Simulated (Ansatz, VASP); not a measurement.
## Two plane-wave programs on In

```
In
1.0
    -1.88253    1.95783    1.88253
     1.88253   -1.95783    1.88253
     1.88253    1.95783   -1.88253
In
1
Direct
  0.00000 0.00000 0.00000
```

Change from the starting cell: strain +0.0400 x Voigt [0, 1, 0, 0, 0, 0], atoms carried along.

Alike in both runs: task single point; functional LDA; k mesh 18 × 18 × 18; occupations gaussian, width 0.15 eV; no spin polarisation.

|  | VASP | Ansatz |
| --- | --- | --- |
| version | VASP 6.6.1 | Ansatz 0.2.0 |
| potentials or method | VASP PAW LDA potentials, release 64 (In_d) | scalar-relativistic, plane waves, PAW |
| plane-wave cutoff (eV) | 520 | 420 |
| valence electrons in the cell | 13 | 13 |

Ansatz gave:

- gap on the k mesh at the Fermi level (eV): none
- pressure (GPa): -4.1
- largest component of the traceless stress (GPa): 0.07

Problem. Which values does VASP return?

Solution. gap on the k mesh at the Fermi level (eV): none; pressure (GPa): -4.1; largest component of the traceless stress (GPa): 0.05.

A gap of «none» marks a metal or a gap that the smearing closes.
